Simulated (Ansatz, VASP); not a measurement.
# PbSe in VASP and in Ansatz

Contents of INCAR:

```
SYSTEM = PbSe
PREC     = Accurate       ! precision mode
ENCUT    = 520            ! plane-wave cutoff, eV
EDIFF    = 1E-7           ! SCF threshold, eV
ISMEAR   = -1             ! smearing method
SIGMA    = 0.02           ! smearing width, eV
LREAL    = .False.        ! projectors in reciprocal space
LASPH    = .True.         ! aspherical terms in the spheres
NELM     = 60             ! most SCF steps
ALGO     = Normal         ! electronic algorithm
ISIF     = 2              ! what is computed and relaxed
LWAVE    = .False.        ! write WAVECAR
LCHARG   = .False.        ! write CHGCAR
GGA      = PE             ! functional
NBANDS   = 17             ! bands
```

KPOINTS

```
regular mesh
0
Gamma
  8 8 8
  0 0 0
```

The input POSCAR:

```
PbSe
1.0
    0.0000000000      3.0887022180      3.1659197734
    3.0887022180      0.0000000000      3.1659197734
    3.0887022180      3.0887022180      0.0000000000
Pb Se
1 1
Direct
    0.0000000000      0.0000000000      0.0000000000
    0.5000000000      0.5000000000      0.5000000000
```

Input for Ansatz:

```yaml
crystal:
  lattice:
    - [0.0, 3.088702218, 3.1659197734]
    - [3.088702218, 0.0, 3.1659197734]
    - [3.088702218, 3.088702218, 0.0]
  atoms:
    - { symbol: Pb, position: [0.0, 0.0, 0.0] }
    - { symbol: Se, position: [0.5, 0.5, 0.5] }
kpoints:
  mp_grid: { grid: [8, 8, 8] }
  band_path:
    path:
      - [0.0, 0.0, 0.0]
      - [0.5, 0.0, 0.5]
      - [0.625, 0.25, 0.625]
      - [0.375, 0.375, 0.75]
      - [0.5, 0.5, 0.5]
      - [0.5, 0.25, 0.75]
      - [0.0, 0.0, 0.5]
    npoints: 1
hamiltonian:
  xc: pbe
scf:
  occupations: { method: fermi_dirac, width: 0.02 }
  n_extra_bands: 4
output:
  forces: true
  stress: true
  eigenvalues: true
```

Change from the starting cell: uniaxial_z strain +2.5%.

Alike in both runs: task single point; functional PBE; k mesh 8 × 8 × 8; occupations fermi-dirac, width 0.02 eV; no spin polarisation.

|  | VASP | Ansatz |
| --- | --- | --- |
| version | VASP 6.6.1 | Ansatz 0.2.0 |
| potentials or method | VASP PAW PBE potentials, release 64 (Pb_d, Se) | plane waves, PAW |
| plane-wave cutoff (eV) | 520 | 420 |
| valence electrons in the cell | 20 | 30 |

VASP gave:

| Property | Result |
| --- | --- |
| pressure (GPa) | -0.2 |
| largest component of the traceless stress (GPa) | 1.58 |

Q: Which values does Ansatz return?

A: Pressure (GPa): -0.2; largest component of the traceless stress (GPa): 1.57.

With one functional, cell and mesh, what is left measures potentials, basis and numerics. The two sets of potentials don't hold the same shells in valence.

Caveats: spin-orbit coupling is left out, which as a rule narrows the gap of such compounds by several tenths of an eV.
